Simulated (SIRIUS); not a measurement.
BN:

```
N B
1.0
     2.50804    0.00000    0.00000
    -1.24671    2.17623    0.00000
    -0.63067   -1.08812    3.02254
N B
1 1
Direct
  0.66851 0.33238 0.98500
  0.97964 0.98350 0.00181
```

The cell comes from a database or a generator and needn't be the stable form of this composition.

Base run:

| Quantity | Value |
| --- | --- |
| Program | SIRIUS 7.12.0 |
| Functional | PBEsol |
| Potentials or basis | all-electron FP-LAPW |
| Cutoff | 434 eV |
| Basis | apw+lo standard |
| k mesh | 13 × 13 × 9 |
| Occupations | fermi-dirac, width 0.05 eV |
| Spin | no spin polarisation |

Its results: band gap on the k mesh 2.71 eV, indirect (least direct gap 4.47 eV); largest force 2.740 eV/Å.

Q: The run is repeated on the same cell with these changes: functional from PBEsol to LDA. What comes out?

A: Band gap on the k mesh 2.64 eV, indirect (least direct gap 4.40 eV); largest force 2.708 eV/Å.

Caveats: forces of over 1 eV/Å show positions far from the minimum, so gaps and moduli don't describe the material at rest.

A k mesh can miss the band edges.
